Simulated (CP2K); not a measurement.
Runs of CP2K 2026.2 on Au. It takes space group Fm-3m (No. 225, cubic). The conventional cell has a = 4.070 Å, b = 4.070 Å, c = 4.070 Å, α = 90.00°, β = 90.00°, γ = 90.00°. Around Au (site symmetry m-3m) lie 12 Au at 2.88 Å. 

```tsv
task	level	potentials or basis	basis sets	potentials	points a segment of the path (NPOINTS)	bands added on the path	CUTOFF of the grids	gap on the mesh (eV)	pressure (GPa)
band structure	PBE	POTENTIAL_UZH Au GTH-PBE-q19; TZVP-MOLOPT-PBE-GTH basis	Au TZVP-MOLOPT-PBE-GTH-q19	Au GTH-PBE-q19 of POTENTIAL_UZH	6	6	600 Ry	none	(b)
atomic charges	LDA	POTENTIAL_UZH Au GTH-PBE-q11; TZVP-MOLOPT-PBE-GTH basis	Au TZVP-MOLOPT-PBE-GTH-q11	Au GTH-PBE-q11 of POTENTIAL_UZH	-	-	700 Ry	none	6.4
atomic charges	PBE	POTENTIAL_UZH Au GTH-PBE-q11; TZVP-MOLOPT-PBE-GTH basis	Au TZVP-MOLOPT-PBE-GTH-q11	Au GTH-PBE-q11 of POTENTIAL_UZH	-	-	700 Ry	none	(a)
atomic charges	WC	POTENTIAL_UZH Au GTH-PBE-q11; TZVP-MOLOPT-PBE-GTH basis	Au TZVP-MOLOPT-PBE-GTH-q11	Au GTH-PBE-q11 of POTENTIAL_UZH	-	-	700 Ry	none	10.6
atomic charges	AM05	POTENTIAL_UZH Au GTH-PBE-q11; TZVP-MOLOPT-PBE-GTH basis	Au TZVP-MOLOPT-PBE-GTH-q11	Au GTH-PBE-q11 of POTENTIAL_UZH	-	-	700 Ry	none	7.5
atomic charges	PBEsol	POTENTIAL_UZH Au GTH-PBE-q11; TZVP-MOLOPT-PBE-GTH basis	Au TZVP-MOLOPT-PBE-GTH-q11	Au GTH-PBE-q11 of POTENTIAL_UZH	-	-	700 Ry	none	8.8
atomic charges	TPSS	POTENTIAL_UZH Au GTH-PBE-q11; TZVP-MOLOPT-PBE-GTH basis	Au TZVP-MOLOPT-PBE-GTH-q11	Au GTH-PBE-q11 of POTENTIAL_UZH	-	-	700 Ry	none	9.2
```

Alike in all rows: no spin polarisation; cell as given; k mesh 11 × 11 × 11; smearing fermi-dirac 0.05 eV.

Task: Fill in the values left out.

Result: (a) 16.3; (b) 10.1.

Caveats: the basis of atomic orbitals isn't converged, which shifts pressures, moduli and gaps; the potentials were made for another functional, which shifts forces and pressure (some runs); spin-orbit coupling is left out, which moves the levels of the heavy elements (some runs).

A k mesh can miss the band edges, and the runs leave out spin-orbit coupling on Au.

A gap of «none» marks a metal or a gap under the smearing width.

The runs don't all hold the same shells in valence.
